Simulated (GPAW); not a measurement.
MgS (Niningerite):

```
S Mg
1.0
     0.00000    2.60165    2.60165
     2.60165    0.00000    2.60165
     2.60165    2.60165    0.00000
S Mg
1 1
Direct
  0.50000 0.50000 0.50000
  0.00000 0.00000 0.00000
```

Base run:

- Program: GPAW 26.7.0
- Functional: PBEsol
- Potentials or basis: PAW data sets generated in the run's folder for this functional
- Cutoff: 800 eV
- Basis: pw
- k mesh: 9 × 9 × 9
- Occupations: fermi-dirac, width 0.05 eV
- Spin: no spin polarisation

Its results: band gap on the k mesh 2.84 eV, indirect (least direct gap 3.60 eV); pressure -0.9 GPa.

Problem. The run is repeated on the same cell with these changes: functional from PBEsol to SOGGA; k mesh from 9 × 9 × 9 to 7 × 7 × 7. What comes out?

Solution. Band gap on the k mesh 2.91 eV, indirect (least direct gap 3.58 eV); pressure -1.1 GPa.

Several settings changed at once, so the effect can't be laid on one alone.

Caveats: an odd mesh through Γ misses points on the zone boundary, where band edges often lie (some runs); the mesh misses the band edges, which the band path finds closer together (some runs).

Not every run made on this cell is shown here.
